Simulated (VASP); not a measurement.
# BaTiO3 (P4mm) in VASP: settings compared, part 2 of 2

VASP 6.6.1. Earlier steps stand in the parts before.

## Step 4: Relaxation of cell and atoms, PBEsol

INCAR

```
SYSTEM = BaTiO3
PREC = Accurate
ENCUT = 600
EDIFF = 1E-6
ISMEAR = 0
SIGMA = 0.03
LREAL = .FALSE.
LASPH = .TRUE.
NELM = 80
ALGO = Normal
ISIF = 3
LWAVE = .FALSE.
LCHARG = .FALSE.
GGA = PS
IBRION = 2
NSW = 90
EDIFFG = -0.01
KPAR = 2
```

KPOINTS

```
regular mesh
0
G
  8 8 8
  0 0 0
```

POSCAR

```
BaTiO3
1.0
    3.9998000000      0.0000000000      0.0000000000
    0.0000000000      3.9998000000      0.0000000000
    0.0000000000      0.0000000000      4.0180000000
Ba Ti O
1 1 3
Direct
    0.0000000000      0.0000000000      0.0000000000
    0.5000000000      0.5000000000      0.4900000000
    0.5000000000      0.5000000000      0.0190000000
    0.5000000000      0.0000000000      0.5170000000
    0.0000000000      0.5000000000      0.5170000000
```

Potentials or basis: VASP PAW PBE potentials, release 64 (Ba_sv, Ti_sv, O).

On the command line:

```bash
cat potpaw_PBE.64/Ba_sv/POTCAR potpaw_PBE.64/Ti_sv/POTCAR potpaw_PBE.64/O/POTCAR > POTCAR
mpirun -np 2 vasp_std > vasp.out
```

OUTCAR:

```text
SYSTEM = BaTiO3
   PREC = Accurate
   ENCUT = 600
   EDIFF = 1E-6
   ISMEAR = 0
   LREAL = .FALSE.
   LASPH = .TRUE.
   NELM = 80
   ISIF = 3
   GGA = PS
   IBRION = 2
   NSW = 90
   EDIFFG = -0.01

 ion  position               nearest neighbor table
   1  0.000  0.000  0.000-   4 2.79   5 2.79   5 2.79   4 2.79   3 2.83   3 2.83   3 2.83   3 2.83
                             4 2.88   5 2.88   5 2.88   4 2.88   2 3.45   2 3.45   2 3.45   2 3.45
   2  0.500  0.500  0.490-   3 1.89   4 2.00   5 2.00   4 2.00   5 2.00   3 2.13   1 3.45   1 3.45
                             1 3.45   1 3.45   1 3.49   1 3.49   1 3.49   1 3.49
   3  0.500  0.500  0.019-   2 1.89   2 2.13   1 2.83   1 2.83   1 2.83   1 2.83
   4  0.500  0.000  0.517-   2 2.00   2 2.00   1 2.79   1 2.79   1 2.88   1 2.88
   5  0.000  0.500  0.517-   2 2.00   2 2.00   1 2.79   1 2.79   1 2.88   1 2.88

[... 392 lines left out ...]
 Free energy of the ion-electron system (eV)
  ---------------------------------------------------
  ext. energy  EPLUGINS =         0.00000000
  ---------------------------------------------------
  free energy    TOTEN  =       -42.00832266 eV

  energy without entropy =      -42.00832266  energy(sigma->0) =      -42.00832266

 E-fermi :   3.9985     XC(G=0): -11.5173

 val. band max:        3.8189883123   @ k =   0.5000   0.5000   0.5000
 cond. band min:       5.5833664770   @ k =   0.0000   0.0000   0.0000
 fundamental gap:      1.7643781647
 Fermi energy:         3.9985305554

 k-point     1 :       0.0000    0.0000    0.0000
  band No.  band energies     occupation
      1     -52.4622      2.00000
      2     -28.8684      2.00000
      3     -28.7916      2.00000
      4     -28.7916      2.00000
      5     -21.0773      2.00000
      6     -13.1109      2.00000
[... 637 lines left out ...]
     23       7.4688      0.00000
     24       8.5792      0.00000

 [... further k-points ...]
[... 5 lines left out ...]
  --------------------------------------------------------------------------------------
  -------------------------------------------------------------------------------------
  Total        0.0188492      0.0188492     -0.0181119      0.0000000     -0.0000000      0.0000000
  in kB        0.4720672      0.4720672     -0.4536022      0.0000000     -0.0000000      0.0000000
  external PRESSURE =       0.1635108 kB  Pullay stress =       0.0000000 kB
[... 20 lines left out ...]
  FREE ENERGIE OF THE ION-ELECTRON SYSTEM (eV)
  ---------------------------------------------------
  free  energy   TOTEN  =       -42.0083226555 eV

  energy  without entropy=      -42.0083226555  energy(sigma->0) =      -42.00832266

 reached required accuracy - stopping structural energy minimisation
```

OSZICAR:

```text
N       E                     dE             d eps       ncg     rms          rms(c)
DAV:   1     0.490031498109E+03    0.49003E+03   -0.23138E+04  3600   0.201E+03
DAV:   2     0.705616661040E+01   -0.48298E+03   -0.47562E+03  4328   0.520E+02
DAV:   3    -0.496744410686E+02   -0.56731E+02   -0.54304E+02  5256   0.159E+02
DAV:   4    -0.521630735468E+02   -0.24886E+01   -0.24873E+01  5216   0.318E+01
[... 109 lines left out ...]
DAV:   1    -0.420083339905E+02   -0.73236E-04   -0.22174E-02  3600   0.103E+00    0.495E-02
DAV:   2    -0.420083373804E+02   -0.33899E-05   -0.52890E-04  4120   0.188E-01    0.304E-02
DAV:   3    -0.420083266001E+02    0.10780E-04   -0.56918E-05  4992   0.527E-02    0.151E-02
DAV:   4    -0.420083230869E+02    0.35132E-05   -0.15580E-05  5792   0.361E-02    0.798E-03
DAV:   5    -0.420083226555E+02    0.43138E-06   -0.25652E-06  3360   0.150E-02
  13 F= -.42008323E+02 E0= -.42008323E+02  d E =-.620978E-04
```

Run time: 2.6 min. Hardware: 2 MPI ranks of Intel Xeon 6975P-C (Granite Rapids), shared host; peak memory 0.29 GiB.

What came out:

| Item | Value |
| --- | --- |
| Free energy | -42.0083 eV |
| Relaxed volume | 12.79 Å³/atom |
| Relaxed cell | a = 3.966 Å, b = 3.966 Å, c = 4.066 Å, α = 90.00°, β = 90.00°, γ = 90.00° |
| Space group after relaxing (to 0.05 Å) | P4mm (No. 99) |
| Energy gained by relaxing | 3.0 meV/atom |
| Ionic steps | 13 |
| Pressure after relaxing | 0.0 GPa |
| Largest force after relaxing | 0.006 eV/Å |
| Band gap on the k mesh | 1.76 eV, indirect (least direct gap 2.19 eV) |

Forces on the atoms (eV/Å):
```
Ba   0.000  0.000 -0.004
Ti   0.000  0.000 -0.006
O    0.000  0.000  0.005
O    0.000  0.000  0.002
O    0.000  0.000  0.002
```

Step by step:
```
step  energy change (eV)  largest force (eV/Å)  pressure (GPa)  volume (Å³)
   1              0.0000                0.3270           -2.15        64.28
   2             -0.0031                0.0389            2.65        62.69
   3             -0.0086                0.1429            0.46        63.38
   4             -0.0112                0.0847            0.32        63.51
   5             -0.0125                0.0977            0.08        63.79
   6             -0.0127                0.0942            0.10        63.71
   7             -0.0137                0.0544           -0.07        63.84
   8             -0.0141                0.0693           -0.37        64.05
   9             -0.0145                0.0625            0.06        63.93
  10             -0.0145                0.0629            0.08        63.93
  11             -0.0147                0.0363            0.05        63.95
  12             -0.0148                0.0297            0.01        63.96
  13             -0.0149                0.0058            0.02        63.97
```

Final structure:
```
Ba Ti O
1.0
     3.96645    0.00000    0.00000
     0.00000    3.96645    0.00000
     0.00000    0.00000    4.06626
Ba Ti O
1 1 3
Direct
  0.00000 0.00000 0.99865
  0.50000 0.50000 0.48200
  0.50000 0.50000 0.02903
  0.50000 0.00000 0.51666
  0.00000 0.50000 0.51666
```

Caveat: the PAW data sets were made with another functional, which shifts forces and pressure a little; spin-orbit coupling is left out, which moves the levels of the heavy elements. A k mesh can miss the band edges.

## Step 5: Relaxation of cell and atoms, PBEsol

This run uses another cell than the first one, of 12.79 Å³/atom, 0.995 times its volume.

INCAR, as its differences from that of step 4:

```diff
@@ -3,3 +3,3 @@
 ENCUT = 600
-EDIFF = 1E-6
+EDIFF = 1E-7
 ISMEAR = 0
@@ -16,3 +16,3 @@
 NSW = 90
-EDIFFG = -0.01
+EDIFFG = -0.005
 KPAR = 2
```

KPOINTS is that of step 4.

POSCAR

```
BaTiO3                                  
1.0
    3.9664534134      0.0000000000      0.0000000000
    0.0000000000      3.9664534134     -0.0000000000
    0.0000000000     -0.0000000000      4.0662622655
  Ba              Ti              O             
     1     1     3
Direct
     0.0000000000000000    0.0000000000000000    0.9986466701000166
     0.5000000000000000    0.5000000000000000    0.4820003778330460
     0.5000000000000000    0.5000000000000000    0.0290292087558446
     0.5000000000000000    0.0000000000000000    0.5166618716555496
     0.0000000000000000    0.5000000000000000    0.5166618716555496
```

On the command line:

```bash
cat potpaw_PBE.64/Ba_sv/POTCAR potpaw_PBE.64/Ti_sv/POTCAR potpaw_PBE.64/O/POTCAR > POTCAR
mpirun -np 2 vasp_std > vasp.out
```

Run time: 37 s. Hardware: 2 MPI ranks of Intel Xeon 6975P-C (Granite Rapids), shared host; peak memory 0.28 GiB.

It converged, with:

```yaml
Free_energy: -42.0078 eV
Relaxed_volume: 12.80 Å³/atom
Relaxed_cell: a = 3.967 Å, b = 3.967 Å, c = 4.066 Å, α = 90.00°, β = 90.00°, γ = 90.00°
Space_group_after_relaxing_to_0.05_Å: P4mm (No. 99)
Energy_gained_by_relaxing: 0.0 meV/atom
Ionic_steps: 2
Pressure_after_relaxing: 0.0 GPa
Largest_force_after_relaxing: 0.003 eV/Å
Band_gap_on_the_k_mesh: 1.76 eV, indirect (least direct gap 2.19 eV)
```

Forces in eV/Å, atoms in the order of the input:
```
Ba   0.000  0.000 -0.003
Ti   0.000  0.000  0.001
O    0.000  0.000 -0.001
O    0.000  0.000  0.002
O    0.000  0.000  0.002
```

Final structure:
```
Ba Ti O
1.0
     3.96714    0.00000    0.00000
     0.00000    3.96714    0.00000
     0.00000    0.00000    4.06567
Ba Ti O
1 1 3
Direct
  0.00000 0.00000 0.99860
  0.50000 0.50000 0.48193
  0.50000 0.50000 0.02910
  0.50000 0.00000 0.51669
  0.00000 0.50000 0.51669
```

Levels at points of the mesh, in eV from the valence-band top:
```csv
k point,band 18,band 19,band 20,band 21,band 22,band 23
"(0.00, 0.00, 0.00)",-0.54,-0.43,-0.43,1.76,2.16,2.16
"(0.50, 0.00, 0.00)",-1.77,-1.23,-1.05,2.29,3.56,3.63
"(0.50, 0.50, 0.00)",-1.05,-1.05,-0.08,3.66,3.66,4.02
"(0.00, 0.00, 0.50)",-2.07,-0.74,-0.74,1.92,3.57,3.57
"(0.50, 0.00, 0.50)",-1.02,-0.98,-0.33,3.58,3.60,3.93
"(0.50, 0.50, 0.50)",-0.24,-0.24,0.00,4.20,4.20,4.25
```

Caveat: the PAW data sets were made with another functional, which shifts forces and pressure a little; spin-orbit coupling is left out, which moves the levels of the heavy elements. A k mesh can miss the band edges.
